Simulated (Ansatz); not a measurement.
# Ag in W(100), 2x2: scattering by a point defect, part 2 of 3

Wanted: the reflection from a plane of defects, Ag in W(100), 2x2, and the resistivity it implies.

Ansatz 0.2.0; Ansatz plane-wave DFT, PBE, PAW files; ballistic transport by layer matching (Landauer), zero bias; PAW set soft_1 (the session's first sound run).

So far, resistivity per at.% scaled from this dense plane, with the factor 3/4 for isotropic scattering (µΩ cm): step 3 (resistance at ideal sites) 12.3.

### 4. Relaxing the neighbours

The neighbours of the defect are let go while the lead's layers stay on their sites, since a lead must repeat to 0.01 Å.

This step: Ansatz plane-wave DFT, PBE, PAW files; relaxation with the lead's layers held; PAW set soft_1 (Ansatz 0.2.0).

Input file input.yaml:

```yaml
crystal:
  lattice:
    - [6.3296, 0.0, 0.0]
    - [0.0, 6.3296, 0.0]
    - [0.0, 0.0, 28.4832]
  atoms:
    - { symbol: W, position: [0.0, 0.0, 0.0277777778] }
    - { symbol: W, position: [0.0, 0.5, 0.0277777778] }
    - { symbol: W, position: [0.5, 0.0, 0.0277777778] }
    - { symbol: W, position: [0.5, 0.5, 0.0277777778] }
    - { symbol: W, position: [0.25, 0.25, 0.0833333333] }
    - { symbol: W, position: [0.25, 0.75, 0.0833333333] }
    - { symbol: W, position: [0.75, 0.25, 0.0833333333] }
    - { symbol: W, position: [0.75, 0.75, 0.0833333333] }
    - { symbol: W, position: [0.0, 0.0, 0.1388888889] }
    - { symbol: W, position: [0.0, 0.5, 0.1388888889] }
    - { symbol: W, position: [0.5, 0.0, 0.1388888889] }
    - { symbol: W, position: [0.5, 0.5, 0.1388888889] }
    - { symbol: W, position: [0.25, 0.25, 0.1944444444] }
    - { symbol: W, position: [0.25, 0.75, 0.1944444444] }
    - { symbol: W, position: [0.75, 0.25, 0.1944444444] }
    - { symbol: W, position: [0.75, 0.75, 0.1944444444] }
    - { symbol: W, position: [0.0, 0.0, 0.25] }
    - { symbol: W, position: [0.0, 0.5, 0.25] }
    - { symbol: W, position: [0.5, 0.0, 0.25] }
    - { symbol: W, position: [0.5, 0.5, 0.25] }
    - { symbol: W, position: [0.25, 0.25, 0.3055555556] }
    - { symbol: W, position: [0.25, 0.75, 0.3055555556] }
    - { symbol: W, position: [0.75, 0.25, 0.3055555556] }
    - { symbol: W, position: [0.75, 0.75, 0.3055555556] }
    - { symbol: W, position: [0.0, 0.0, 0.3611111111] }
    - { symbol: W, position: [0.0, 0.5, 0.3611111111] }
    - { symbol: W, position: [0.5, 0.0, 0.3611111111] }
    - { symbol: W, position: [0.5, 0.5, 0.3611111111] }
    - { symbol: W, position: [0.25, 0.25, 0.4166666667] }
    - { symbol: W, position: [0.25, 0.75, 0.4166666667] }
    - { symbol: W, position: [0.75, 0.25, 0.4166666667] }
    - { symbol: W, position: [0.75, 0.75, 0.4166666667] }
    - { symbol: W, position: [0.0, 0.0, 0.4722222222] }
    - { symbol: W, position: [0.0, 0.5, 0.4722222222] }
    - { symbol: W, position: [0.5, 0.0, 0.4722222222] }
    - { symbol: W, position: [0.5, 0.5, 0.4722222222] }
    - { symbol: Ag, position: [0.25, 0.25, 0.5277777778] }
    - { symbol: W, position: [0.25, 0.75, 0.5277777778] }
    - { symbol: W, position: [0.75, 0.25, 0.5277777778] }
    - { symbol: W, position: [0.75, 0.75, 0.5277777778] }
    - { symbol: W, position: [0.0, 0.0, 0.5833333333] }
    - { symbol: W, position: [0.0, 0.5, 0.5833333333] }
    - { symbol: W, position: [0.5, 0.0, 0.5833333333] }
    - { symbol: W, position: [0.5, 0.5, 0.5833333333] }
    - { symbol: W, position: [0.25, 0.25, 0.6388888889] }
    - { symbol: W, position: [0.25, 0.75, 0.6388888889] }
    - { symbol: W, position: [0.75, 0.25, 0.6388888889] }
    - { symbol: W, position: [0.75, 0.75, 0.6388888889] }
    - { symbol: W, position: [0.0, 0.0, 0.6944444444] }
    - { symbol: W, position: [0.0, 0.5, 0.6944444444] }
    - { symbol: W, position: [0.5, 0.0, 0.6944444444] }
    - { symbol: W, position: [0.5, 0.5, 0.6944444444] }
    - { symbol: W, position: [0.25, 0.25, 0.75] }
    - { symbol: W, position: [0.25, 0.75, 0.75] }
    - { symbol: W, position: [0.75, 0.25, 0.75] }
    - { symbol: W, position: [0.75, 0.75, 0.75] }
    - { symbol: W, position: [0.0, 0.0, 0.8055555556] }
    - { symbol: W, position: [0.0, 0.5, 0.8055555556] }
    - { symbol: W, position: [0.5, 0.0, 0.8055555556] }
    - { symbol: W, position: [0.5, 0.5, 0.8055555556] }
    - { symbol: W, position: [0.25, 0.25, 0.8611111111] }
    - { symbol: W, position: [0.25, 0.75, 0.8611111111] }
    - { symbol: W, position: [0.75, 0.25, 0.8611111111] }
    - { symbol: W, position: [0.75, 0.75, 0.8611111111] }
    - { symbol: W, position: [0.0, 0.0, 0.9166666667] }
    - { symbol: W, position: [0.0, 0.5, 0.9166666667] }
    - { symbol: W, position: [0.5, 0.0, 0.9166666667] }
    - { symbol: W, position: [0.5, 0.5, 0.9166666667] }
    - { symbol: W, position: [0.25, 0.25, 0.9722222222] }
    - { symbol: W, position: [0.25, 0.75, 0.9722222222] }
    - { symbol: W, position: [0.75, 0.25, 0.9722222222] }
    - { symbol: W, position: [0.75, 0.75, 0.9722222222] }
kpoints:
  mp_grid: { grid: [4, 4, 1] }
hamiltonian:
  xc: pbe
  pseudopotentials: { kind: paw, azcp: { folder: soft_1 } }
scf:
  occupations: { method: fermi_dirac, width: 0.1 }
relax:
  f_tol: 0.03
  max_steps: 40
  constraints:
    - { sites: [0, 1, 2, 3, 4, 5, 6, 7, 8, 9, 10, 11, 12, 13, 14, 15, 16, 17, 18, 19, 52, 53, 54, 55, 56, 57, 58, 59, 60, 61, 62, 63, 64, 65, 66, 67, 68, 69, 70, 71] }
```

On the command line:

```console
$ ansatz run input.yaml --threads 4 --pin off --max-ram 15360MiB --backend cpu --events-out ev --progress --plain --runs-dir out
```

Numbers of over 12 decimals in the logs are rounded to 6 here.

What it wrote:

```text
Warning: crystal.symmetry: narrowed to the stabiliser of the relax constraints — unitary ops 16 → 8; lowered at sites 20, 21, 22, 23, 52, 53, 54, 55 (the operations that carried what is held of a site onto what its image site leaves free; the constrained walk keeps no symmetry that its constraints do not admit)
[...]
Crystal: 72 atoms, lattice volume = 1141.146 Å³
Basis set: ecut = 420 eV, 22299 PW (Γ), exchange–correlation on 90×90×384 points (8 copies of the dense FFT grid, shifted against one another)
Bands: 608, of which v1, the nominal top of the filled ones, is band 507 counted from 1 (506 counted from 0)
Symmetry: 8 space group operations
k-points: 6 of 16
[...]
SCF iter   1: F=—  HF=-745011.480875 eV  |F-HF|=—  |Δ(HF+E_count)|=         —  Δρ=6.69e-2  dr2=9.88e2  ethr=3.10e-3  ⟨swp⟩=5.3  Hψ=11506  notcnv=0
[...]
SCF iter   9: F=-744988.347219 eV  HF=-744988.347223 eV  |F-HF|=3.39e-6  |Δ(HF+E_count)|=   1.62e-6  Δρ=3.19e-6  dr2=3.45e-6  ethr=2.22e-9  ⟨swp⟩=3.0  Hψ=7137  notcnv=0
SCF 1 converged in 9 iterations: F = -744988.347219 eV  dr2 = 3.45e-6
[...]
relax step   1: F+E_penalty+E_count = -744988.34721928 eV  Δ(F+E_penalty+E_count) = +0.000e0 eV  max|allowed force component| = 5.146e-1 eV/Å  Δτ_max = 0.0000 Å  (9 SCF iters, dr2 threshold 2.25e-5 eV, accepted)
[...]
iter 1 solved again at ethr=2.96e-4 eV; its pass at ethr=3.10e-3 eV (dr2=3.00e0 eV) is discarded
[...]
SCF iter   7: F=-744986.996716 eV  HF=-744986.996716 eV  |F-HF|=8.51e-7  |Δ(HF+E_count)|=   2.01e-6  Δρ=5.43e-6  dr2=1.04e-6  ethr=1.63e-9  ⟨swp⟩=3.0  Hψ=8034  notcnv=0
SCF 2 converged in 7 iterations: F = -744986.996716 eV  dr2 = 1.04e-6
relax step   2: F+E_penalty+E_count = -744986.99671561 eV  Δ(F+E_penalty+E_count) = +1.351e0 eV  max|allowed force component| = 1.590e0 eV/Å  Δτ_max = 0.1685 Å  (7 SCF iters, dr2 threshold 1.66e-5 eV, rejected (line search))
SCF iter   1: F=—  HF=-744988.694140 eV  |F-HF|=—  |Δ(HF+E_count)|=         —  Δρ=8.34e-3  dr2=1.96e0  ethr=1.80e-3  ⟨swp⟩=4.7  Hψ=8530  notcnv=0
[...]
SCF iter   9: F=-744988.486137 eV  HF=-744988.486137 eV  |F-HF|=5.94e-9  |Δ(HF+E_count)|=   6.05e-9  Δρ=2.76e-7  dr2=6.19e-9  ethr=9.87e-12  ⟨swp⟩=3.0  Hψ=8007  notcnv=0
SCF 3 converged in 9 iterations: F = -744988.486137 eV  dr2 = 6.19e-9
relax step   3: F+E_penalty+E_count = -744988.48613716 eV  Δ(F+E_penalty+E_count) = -1.389e-1 eV  max|allowed force component| = 1.290e-1 eV/Å  Δτ_max = 0.0378 Å  (9 SCF iters, accepted)
[...]
relax step   4: F+E_penalty+E_count = -744988.48749969 eV  Δ(F+E_penalty+E_count) = -1.363e-3 eV  max|allowed force component| = 3.420e-2 eV/Å  Δτ_max = 0.0056 Å  (6 SCF iters, dr2 threshold 1.04e-6 eV, accepted)
SCF iter   1: F=—  HF=-744988.487231 eV  |F-HF|=—  |Δ(HF+E_count)|=         —  Δρ=1.14e-4  dr2=5.36e-4  ethr=3.03e-7  ⟨swp⟩=2.0  Hψ=5559  notcnv=0
[...]
SCF iter   6: F=-744988.487633 eV  HF=-744988.487633 eV  |F-HF|=2.91e-9  |Δ(HF+E_count)|=   1.63e-9  Δρ=2.71e-7  dr2=3.08e-9  ethr=3.73e-12  ⟨swp⟩=1.0  Hψ=10307  notcnv=0
SCF 5 converged in 6 iterations: F = -744988.487633 eV  dr2 = 3.08e-9
relax step   5: F+E_penalty+E_count = -744988.48763343 eV  Δ(F+E_penalty+E_count) = -1.337e-4 eV  max|allowed force component| = 4.007e-3 eV/Å  Δτ_max = 0.0023 Å  (6 SCF iters, accepted)
SCF converged after 6 iterations
Free energy (F): -744988.487633 eV
[...]
Internal energy: -744987.231771 eV  (E = F + TS)
E sigma→0 (E₀):  -744987.859702 eV
Entropy (-TS):   -1.255862 eV (-17.443 meV/atom)
Fermi energy:    22.358481 eV
[...]
--- Forces (eV/Å), atoms counted from 1 ---
  atom   1  W      0.01166432     0.01166432     0.00030630
  atom   2  W      0.01166432    -0.01166432     0.00030630
  atom   3  W     -0.01166432     0.01166432     0.00030630
  atom   4  W     -0.01166432    -0.01166432     0.00030630
  atom   5  W     -0.00000000     0.00000000    -0.01421267
  atom   6  W      0.00000000     0.00000000    -0.01390848
  atom   7  W      0.00000000     0.00000000    -0.01390848
  atom   8  W      0.00000000     0.00000000     0.03734209
  atom   9  W     -0.00266793    -0.00266793     0.01590162
  atom  10  W     -0.00266793     0.00266793     0.01590162
  atom  11  W      0.00266793    -0.00266793     0.01590162
  atom  12  W      0.00266793     0.00266793     0.01590162
  atom  13  W      0.00000000     0.00000000     0.01731561
  atom  14  W      0.00000000     0.00000000    -0.05690540
  atom  15  W      0.00000000     0.00000000    -0.05690540
  atom  16  W      0.00000000     0.00000000     0.01032966
  atom  17  W     -0.00093941    -0.00093941    -0.00678257
  atom  18  W     -0.00093941     0.00093941    -0.00678257
  atom  19  W      0.00093941    -0.00093941    -0.00678257
  atom  20  W      0.00093941     0.00093941    -0.00678257
  atom  21  W      0.00000000     0.00000000    -0.00335555
  atom  22  W      0.00000000     0.00000000    -0.00034217
  atom  23  W      0.00000000     0.00000000    -0.00034217
  atom  24  W      0.00000000     0.00000000     0.00124192
  atom  25  W      0.00382352     0.00382352    -0.00301110
  atom  26  W      0.00382352    -0.00382352    -0.00301110
  atom  27  W     -0.00382352     0.00382352    -0.00301110
  atom  28  W     -0.00382352    -0.00382352    -0.00301110
  atom  29  W      0.00000000     0.00000000    -0.00107287
  atom  30  W     -0.00000000     0.00000000    -0.00105344
  atom  31  W      0.00000000     0.00000000    -0.00105344
  atom  32  W     -0.00000000     0.00000000    -0.00400750
  atom  33  W     -0.00017993    -0.00017993     0.00160189
  atom  34  W     -0.00017993     0.00017993     0.00160189
  atom  35  W      0.00017993    -0.00017993     0.00160189
  atom  36  W      0.00017993     0.00017993     0.00160189
  atom  37  Ag    -0.00000000     0.00000000     0.00026078
  atom  38  W      0.00000000     0.00000000     0.00043945
  atom  39  W      0.00000000     0.00000000     0.00043945
  atom  40  W     -0.00000000     0.00000000     0.00160828
[...]
atom  61  W      0.00000000     0.00000000     0.01605101
  atom  62  W      0.00000000     0.00000000     0.04175777
  atom  63  W      0.00000000     0.00000000     0.04175777
  atom  64  W      0.00000000     0.00000000    -0.02437999
  atom  65  W     -0.00249781    -0.00249781    -0.01560755
  atom  66  W     -0.00249781     0.00249781    -0.01560755
  atom  67  W      0.00249781    -0.00249781    -0.01560755
  atom  68  W      0.00249781     0.00249781    -0.01560755
  atom  69  W      0.00000000     0.00000000     0.01706073
  atom  70  W      0.00000000     0.00000000     0.00950300
  atom  71  W      0.00000000     0.00000000     0.00950300
  atom  72  W      0.00000000     0.00000000    -0.03289867
  max |Σ_I F_I| component: 1.27e-5 eV/Å
--- Relaxed structure (5 steps of the walk, 4 accepted, 0 SCFs on fresh bases) ---
  F+E_penalty+E_count = -744988.48763343 eV   max|allowed force component| = 4.007e-3 eV/Å
  atoms:
    - { symbol: W, position: [0.0, 0.0, 0.027778] }
    - { symbol: W, position: [0.0, 0.5, 0.027778] }
    - { symbol: W, position: [0.5, 0.0, 0.027778] }
    - { symbol: W, position: [0.5, 0.5, 0.027778] }
    - { symbol: W, position: [0.25, 0.25, 0.083333] }
    - { symbol: W, position: [0.25, 0.75, 0.083333] }
    - { symbol: W, position: [0.75, 0.25, 0.083333] }
    - { symbol: W, position: [0.75, 0.75, 0.083333] }
    - { symbol: W, position: [0.0, 0.0, 0.138889] }
    - { symbol: W, position: [0.0, 0.5, 0.138889] }
    - { symbol: W, position: [0.5, 0.0, 0.138889] }
    - { symbol: W, position: [0.5, 0.5, 0.138889] }
    - { symbol: W, position: [0.25, 0.25, 0.194444] }
    - { symbol: W, position: [0.25, 0.75, 0.194444] }
    - { symbol: W, position: [0.75, 0.25, 0.194444] }
    - { symbol: W, position: [0.75, 0.75, 0.194444] }
    - { symbol: W, position: [0.0, 0.0, 0.250000] }
    - { symbol: W, position: [0.0, 0.5, 0.250000] }
    - { symbol: W, position: [0.5, 0.0, 0.250000] }
    - { symbol: W, position: [0.5, 0.5, 0.250000] }
    - { symbol: W, position: [0.25, 0.25, 0.305982] }
    - { symbol: W, position: [0.25, 0.75, 0.305367] }
    - { symbol: W, position: [0.75, 0.25, 0.305367] }
    - { symbol: W, position: [0.75, 0.75, 0.305426] }
    - { symbol: W, position: [0.000222704, 0.000222704, 0.360942] }
    - { symbol: W, position: [0.000222704, 0.499777, 0.360942] }
    - { symbol: W, position: [0.499777, 0.000222704, 0.360942] }
    - { symbol: W, position: [0.499777, 0.499777, 0.360942] }
    - { symbol: W, position: [0.25, 0.25, 0.417847] }
    - { symbol: W, position: [0.25, 0.75, 0.416407] }
    - { symbol: W, position: [0.75, 0.25, 0.416407] }
    - { symbol: W, position: [0.75, 0.75, 0.415906] }
    - { symbol: W, position: [-0.00331897, -0.00331897, 0.471397] }
    - { symbol: W, position: [-0.00331897, 0.503319, 0.471397] }
    - { symbol: W, position: [0.503319, -0.00331897, 0.471397] }
    - { symbol: W, position: [0.503319, 0.503319, 0.471397] }
    - { symbol: Ag, position: [0.25, 0.25, 0.527773] }
    - { symbol: W, position: [0.25, 0.75, 0.527760] }
    - { symbol: W, position: [0.75, 0.25, 0.527760] }
    - { symbol: W, position: [0.75, 0.75, 0.527774] }
    - { symbol: W, position: [-0.0033245, -0.0033245, 0.584144] }
[...]
- { symbol: W, position: [0.25, 0.25, 0.861111] }
    - { symbol: W, position: [0.25, 0.75, 0.861111] }
    - { symbol: W, position: [0.75, 0.25, 0.861111] }
    - { symbol: W, position: [0.75, 0.75, 0.861111] }
    - { symbol: W, position: [0.0, 0.0, 0.916667] }
    - { symbol: W, position: [0.0, 0.5, 0.916667] }
    - { symbol: W, position: [0.5, 0.0, 0.916667] }
    - { symbol: W, position: [0.5, 0.5, 0.916667] }
    - { symbol: W, position: [0.25, 0.25, 0.972222] }
    - { symbol: W, position: [0.25, 0.75, 0.972222] }
    - { symbol: W, position: [0.75, 0.25, 0.972222] }
    - { symbol: W, position: [0.75, 0.75, 0.972222] }
```

Elapsed: 6.1 min, on 4 threads of Intel Xeon Platinum 8559C (Emerald Rapids), shared host; peak memory 6.8 GiB.

Relaxation path:

```
step  energy less that of the first step (eV)  largest force component (eV/Å)
   1                                   0.0000                          0.5147
   2                                   1.3505                          1.5900
   3                                  -0.1389                          0.1290
   4                                  -0.1403                          0.0342
   5                                  -0.1404                          0.0040
```

Relaxation step 2 was tried and not accepted.

The atoms that moved most (Å):

| atom | dx | dy | dz | length |
| --- | --- | --- | --- | --- |
| W33 | -0.021 | -0.021 | -0.024 | 0.038 |
| W34 | -0.021 | 0.021 | -0.024 | 0.038 |
| W35 | 0.021 | -0.021 | -0.024 | 0.038 |
| W36 | 0.021 | 0.021 | -0.024 | 0.038 |
| W41 | -0.021 | -0.021 | 0.023 | 0.038 |
| W42 | -0.021 | 0.021 | 0.023 | 0.038 |
| W43 | 0.021 | -0.021 | 0.023 | 0.038 |
| W44 | 0.021 | 0.021 | 0.023 | 0.038 |

This step gave:

```
free energy             : -744988.4876 eV
energy at zero smearing : -744987.8597 eV
```

The largest force component on a free atom ends at 0.0040 eV/Å, under the tolerance of 0.03, after 5 steps.

(Part 2 of 3 ends here.)

[Logs are printed without paths, hosts, clocks, repeated set-up lines and the standing remarks that a program may print on its own settings, such as how far it seeks lower states.]

[Hosts, paths, dates, database ids (printed as entryN), source tags and the programs' standing remarks are cut or masked in the printed files.]
